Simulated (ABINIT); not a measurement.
Crystal: AlPt.

```
Pt Al
1.0
     3.09155    0.00000    0.00000
     0.00000    3.09155    0.00000
     0.00000    0.00000    3.09155
Pt Al
1 1
Direct
  0.50000 0.50000 0.50000
  0.00000 0.00000 0.00000
```

Measurements of this composition are mostly on another form, of space group No. 198.

- Program: ABINIT 10.8.3 (patched build)
- Task: relaxation of cell and atoms
- Functional: LDA
- Potentials or basis: PseudoDojo NC SR LDA v0.4.1 standard
- Cutoff: 1088 eV
- k mesh: 7 × 7 × 7
- Occupations: fermi-dirac, width 0.05 eV
- Spin: no spin polarisation

At the start: pressure -10.4 GPa; volume 14.77 Å³/atom.

Problem. How do energy, volume and symmetry change on relaxing?

Solution. Over 5 steps the energy falls by 27.0 meV/atom and the volume is 13.98 Å³/atom (-5.4 %); space group Pm-3m (No. 221, to 0.05 Å).

The path:
```tsv
step	energy change (eV)	largest force (eV/Å)	pressure (GPa)	volume (Å³)
1	0.0000	0.0000	-10.36	29.55
2	-0.0441	0.0000	-4.72	28.62
3	-0.0540	0.0000	0.44	27.90
4	-0.0541	0.0000	-0.02	27.96
5	-0.0541	0.0000	0.00	27.96
```

Final structure:
```yaml
crystal:
  lattice:
    - [3.03520, 0.00000, 0.00000]
    - [0.00000, 3.03520, 0.00000]
    - [0.00000, 0.00000, 3.03520]
  atoms:
    - { symbol: Pt, position: [0.50000, 0.50000, 0.50000] }
    - { symbol: Al, position: [0.00000, 0.00000, 0.00000] }
```
